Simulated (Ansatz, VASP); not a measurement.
# One calculation of CdF2, two programs

```
Cd F
1.0
     0.00000    2.74788    2.69400
     2.74788    0.00000    2.69400
     2.74788    2.74788    0.00000
Cd F
1 2
Direct
  0.00000 0.00000 0.00000
  0.75000 0.75000 0.75000
  0.25000 0.25000 0.25000
```

Alike in both runs: task single point; functional PBEsol; k mesh 7 × 7 × 7; occupations fermi-dirac, width 0.05 eV; no spin polarisation.

```csv
,VASP,Ansatz
version,VASP 6.6.1,Ansatz 0.2.0
potentials or method,"VASP PAW PBE potentials, release 64 (Cd, F)",Ansatz PAW
plane-wave cutoff (eV),520,420
valence electrons in the cell,26,34
```

```tsv
	VASP	Ansatz	Ansatz less VASP
gap on the k mesh at the Fermi level (eV)	2.80	2.83	+0.030
least direct gap on the mesh (eV)	3.29	3.32	+0.030
pressure (GPa)	-3.5	-4.1	-0.60
largest component of the traceless stress (GPa)	1.41	1.43	+0.025
```

With one functional, cell and mesh, what is left measures potentials, basis and numerics. The two sets of potentials don't hold the same shells in valence.

Caveats: the PAW data sets were made with another functional, which shifts forces and pressure a little (VASP); an odd mesh through Γ misses points on the zone boundary, where band edges often lie (VASP); odd divisions of the mesh miss points on the zone boundary, where band edges often lie, so the gap on the mesh can be too wide (Ansatz); the pressure holds a Pulay correction of +0.7 GPa for the finite cutoff (Ansatz); the PAW data sets come from PBE, with cores solved anew for the run's functional, which leaves a small shift of forces and pressure (Ansatz). As with any semilocal functional, this PBEsol gap is likely too small.
